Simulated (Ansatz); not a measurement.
# TiSi2: compression at zero temperature

Aim: relax TiSi2 at pressures from -1 to 90 GPa within the symmetry of the start, and follow volume, cell shape and gap.

Method: DFT PBE, scalar-relativistic, plane waves, PAW, in Ansatz 0.2.0.

1 further run of the same task is left out (set aside as unsound or not needed).

**1. The system as given**

The structure is orthorhombic, space group Cmcm (No. 63). Conventional cell: a = 3.548 Å, b = 13.561 Å, c = 3.579 Å, α = 90.00°, β = 90.00°, γ = 90.00°. Ti (site symmetry m2m) is surrounded by 10 Si at 2.59 to 2.83 Å. Around Si (site symmetry m2m) lie 2 Si at 2.40 Å and 6 Ti at 2.59 to 2.83 Å. Si (site symmetry m2m) is surrounded by 4 Si at 2.52 Å and 4 Ti at 2.67 to 2.68 Å.

As a file:

```cif
data_structure
_symmetry_space_group_name_H-M 'Cmcm'
_symmetry_Int_Tables_number 63
_cell_length_a 3.5476
_cell_length_b 13.5607
_cell_length_c 3.5792
_cell_angle_alpha 90.000
_cell_angle_beta 90.000
_cell_angle_gamma 90.000
_cell_volume 172.19
loop_
_atom_site_label
_atom_site_type_symbol
_atom_site_symmetry_multiplicity
_atom_site_Wyckoff_symbol
_atom_site_fract_x
_atom_site_fract_y
_atom_site_fract_z
_atom_site_occupancy
Ti1 Ti 4 c 0.50000 0.60318 0.75000 1
Si1 Si 4 c 0.50000 0.94085 0.75000 1
Si2 Si 4 c 0.00000 0.75017 0.75000 1
```

It goes back to an entry of the Materials Project, which need not be the stable form.

This cell was relaxed beforehand with the same method: volume 14.35 Å³/atom, gap on the mesh none (metal).

**2. Target pressure -1 GPa**

input.yaml reads:

```yaml
crystal:
  lattice:
    - [1.7796184874, -6.8025689522, 0.0]
    - [1.7796184874, 6.8025689522, 0.0]
    - [0.0, 0.0, 3.5909548922]
  atoms:
    - { symbol: Ti, position: [0.8968189482, 0.1031810518, 0.75] }
    - { symbol: Ti, position: [0.1031810518, 0.8968189482, 0.25] }
    - { symbol: Si, position: [0.5591475244, 0.4408524756, 0.75] }
    - { symbol: Si, position: [0.4408524756, 0.5591475244, 0.25] }
    - { symbol: Si, position: [0.2498281362, 0.7501718638, 0.75] }
    - { symbol: Si, position: [0.7501718638, 0.2498281362, 0.25] }
basis:
  ecutwfc: 420
kpoints:
  mp_grid: { grid: [10, 10, 10] }
hamiltonian:
  xc: pbe
scf:
  occupations: { method: gaussian, width: 0.1 }
output:
  forces: true
  stress: true
  eigenvalues: true
relax:
  adjacent_minimum: "off"
  f_tol: 0.008
  max_steps: 50
  cell: { stress_tol: 0.08, p_target: -1.0 }
```

On the command line:

```bash
$ ansatz run input.yaml --threads 1 --pin off --max-ram 2560MiB --backend cpu --events-out ev --progress --plain --runs-dir out
```

Further runs follow: target pressure 1 GPa; 4 GPa; target pressure 12 GPa; target pressure 25 GPa; 50 GPa; target pressure 90 GPa.

Before running it: what results should come out? Wanted: bulk modulus B0; B0'.

The runs gave:

| quantity | value |
| --- | --- |
| volume at 90 GPa | 10.16 Å³/atom, V/V0 = 0.708 |
| bulk modulus B0 (third-order Birch-Murnaghan) | 127 GPa |
| B0' | 4.1 |

What this shows: Up to 90 GPa the volume falls by 29.2 %. A third-order Birch-Murnaghan curve fits the points with B0 = 127 GPa. The cell gives way unevenly: a -14.1 %, b -14.1 %, c -9.0 %. The symmetry of the start is kept, so a transition to another structure would not show.
